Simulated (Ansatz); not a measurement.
# Relaxing C

Computed with Ansatz, DFT PBEsol, scalar-relativistic, plane waves, PAW. Cutoff 420 eV, Γ-centred k mesh, Gaussian smearing, no spin polarisation in the final step.

C was placed on the alpha-boron structure type (R-3m, No. 166), at a guessed volume.

```
C
1.0
     2.86770    1.65566    4.89057
    -2.86770    1.65566    4.89057
     0.00000   -3.31133    4.89057
C
12
Direct
  0.01019 0.65361 0.01019
  0.01019 0.01019 0.65361
  0.65361 0.01019 0.01019
  0.98981 0.34639 0.98981
  0.34639 0.98981 0.98981
  0.98981 0.98981 0.34639
  0.22118 0.63060 0.22118
  0.22118 0.22118 0.63060
  0.63060 0.22118 0.22118
  0.77882 0.36940 0.77882
  0.36940 0.77882 0.77882
  0.77882 0.77882 0.36940
```

Cell and atoms relax at zero pressure; the relaxation can't lower the symmetry of the start. After a coarse first stage the cell is made exact in the group found at 0.06 Å.

Energies count from the standard state of C at the same level.

(1) Which crystal results?

(2) What are its volume, energy, density and gap?

Answers

(1) It keeps R-3m (No. 166), but not the shape of the type it started on. Conventional cell: a = 5.113 Å, c = 20.665 Å. Around C on Wyckoff site h (6 atoms of the primitive cell) lie 3 C at 1.34–1.40 Å; C on Wyckoff site h (6 atoms of the primitive cell) has 2 C at 1.35 Å.

```cif
data_structure
_symmetry_space_group_name_H-M 'R-3m:H'
_symmetry_Int_Tables_number 166
_cell_length_a 5.1135
_cell_length_b 5.1135
_cell_length_c 20.6654
_cell_angle_alpha 90.000
_cell_angle_beta 90.000
_cell_angle_gamma 120.000
_cell_volume 467.96
loop_
_atom_site_label
_atom_site_type_symbol
_atom_site_symmetry_multiplicity
_atom_site_Wyckoff_symbol
_atom_site_fract_x
_atom_site_fract_y
_atom_site_fract_z
_atom_site_occupancy
C1 C 18 h 0.09113 0.90887 0.83347 1
C2 C 18 h 0.15200 0.84800 0.99977 1
```

(2) The volume per atom is 13.0 Å³. The density is 1.5 g/cm³. The energy over the standard structure is 1.57 eV/atom and the gap on the 9×9×9 mesh is 0 eV (a metal).

The final run used a 9×9×9 mesh on its 12-atom cell and 0.10 eV smearing. For metals, differences of a few meV/atom aren't resolved. Weakly bound directions are ill-defined at this level, which has no dispersion term. A structure relaxed within its symmetry needn't be a true minimum. The steps took about 10 core-minutes in all.